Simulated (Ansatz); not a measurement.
# KI: the cost of one run

Code: Ansatz 0.2.0. PAW datasets, plane waves. Note: simulated data, non-magnetic, for a generated structure that need not be the stable one.

### Step 1. The cell

The cell was relaxed beforehand with r2SCAN.

Space group P6_3/mmc (No. 194), hexagonal; conventional cell a = 6.039 Å, c = 7.039 Å, 55.59 Å³ an atom. Around K lie 5 I at 3.49–3.52 Å; around I lie 5 K at 3.49–3.52 Å.

The structure in full:

```cif
data_structure
_symmetry_space_group_name_H-M 'P6_3/mmc'
_symmetry_Int_Tables_number 194
_cell_length_a 6.0395
_cell_length_b 6.0395
_cell_length_c 7.0391
_cell_angle_alpha 90.000
_cell_angle_beta 90.000
_cell_angle_gamma 120.000
_cell_volume 222.35
loop_
_atom_site_label
_atom_site_type_symbol
_atom_site_symmetry_multiplicity
_atom_site_Wyckoff_symbol
_atom_site_fract_x
_atom_site_fract_y
_atom_site_fract_z
_atom_site_occupancy
K1 K 2 d 0.33333 0.66667 0.75000 1
I1 I 2 c 0.33333 0.66667 0.25000 1
```

### Step 2. PBE band path

Contents of input.yaml:

```yaml
crystal:
  lattice:
    - [6.0394507398, 0.0, 0.0]
    - [-3.0197253699, 5.2303177656, 0.0]
    - [0.0, 0.0, 7.0391244287]
  atoms:
    - { symbol: K, position: [0.3333333333, 0.6666666667, -0.0625] }
    - { symbol: K, position: [0.6666666667, 0.3333333333, 0.4375] }
    - { symbol: I, position: [0.3333333333, 0.6666666667, 0.4375] }
    - { symbol: I, position: [0.6666666667, 0.3333333333, 0.9375] }
kpoints:
  mp_grid: { grid: [6, 6, 4] }
  band_path:
    path:
      - [[0.0, 0.0, 0.0], [0.5, 3.845466129106e-17, 0.0], [0.3333333333333, 0.3333333333333, 0.0], [0.0, 0.0, 0.0], [0.0, 0.0, 0.5], [0.5, 3.845466129106e-17, 0.5], [0.3333333333333, 0.3333333333333, 0.5], [0.0, 0.0, 0.5]]
      - [[0.5, 3.845466129106e-17, 0.5], [0.5, 3.845466129106e-17, 0.0]]
      - [[0.3333333333333, 0.3333333333333, 0.5], [0.3333333333333, 0.3333333333333, 0.0]]
    npoints: 10
hamiltonian:
  xc: pbe
scf:
  occupations: { method: fermi_dirac, width: 0.02 }
  n_extra_bands: 5
output:
  forces: true
  stress: true
  eigenvalues: true
```

Run with:

```sh
> ansatz run input.yaml --threads 2 --pin off --max-ram 2211MiB --backend cpu --events-out ev --progress --plain --runs-dir out
```

**Question.** How long does this run take on 2 threads of Arm Neoverse V1, shared host, and how much memory does it need?

About 11 s, with a peak of 0.6 GiB.
